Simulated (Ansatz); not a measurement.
## Se: deformation potentials from a series

```xyz
3
Lattice="4.3662 0.0000 0.0000 -2.1831 3.7812 0.0000 0.0000 0.0000 4.9536" Properties=species:S:1:pos:R:3 pbc="T T T"
Se    0.9841    0.0000    1.6512
Se   -0.4921    0.8523    3.3024
Se    1.6910    2.9289    0.0000
```

Atom numbers follow the list: Se1, Se2, Se3.

The cell is COD entry 9012501, as deposited and not checked against the literature; nothing was relaxed.

Method: DFT, LDA, all-electron LAPW, scalar-relativistic in Ansatz 0.2.0.

The runs use a Γ-centred 6×6×5 k mesh, Fermi–Dirac smearing of 0.03 eV, basis error target 0.5 meV/atom, no spin polarisation.

The cell is scaled evenly. Fractional coordinates are held (clamped ions).

The valence-band top of this crystal doesn't lie at Γ but 0.40 eV above the top filled level there.

Only quantities that a quadratic follows smoothly over the whole series are listed; rougher ones are left out.

```tsv
ln(V/Vcell)	direct gap at Γ (eV)	smallest gap on mesh and path (eV)
-0.0619	2.379	0.995
-0.0408	2.318	0.973
-0.0202	2.259	0.951
-0.0101	2.231	0.941
0.0000	2.203	0.930
0.0198	2.148	0.911
0.0392	2.096	0.893
0.0583	2.046	0.875
```

(1) Fit the series and give the slopes at zero strain.

(2) One run, at ln(V/Vcell) = 0.0100, is withheld. Predict its row.

Answers

(1) Least-squares fits y = p0 + p1 x + p2 x² to the rows give direct gap at Γ (eV): p1 = -2.77, p2 = 1.3; smallest gap on mesh and path (eV): p1 = -0.997, p2 = 0.77. So dEg/dln V = -2.8 eV for the direct gap at Γ, which isn't the fundamental gap here: that one has dEg/dln V = -1.0 eV. Semilocal gaps are too small, but their slopes carry over better.

(2) The fits give 2.175, 0.921; the run gave 2.175, 0.921.
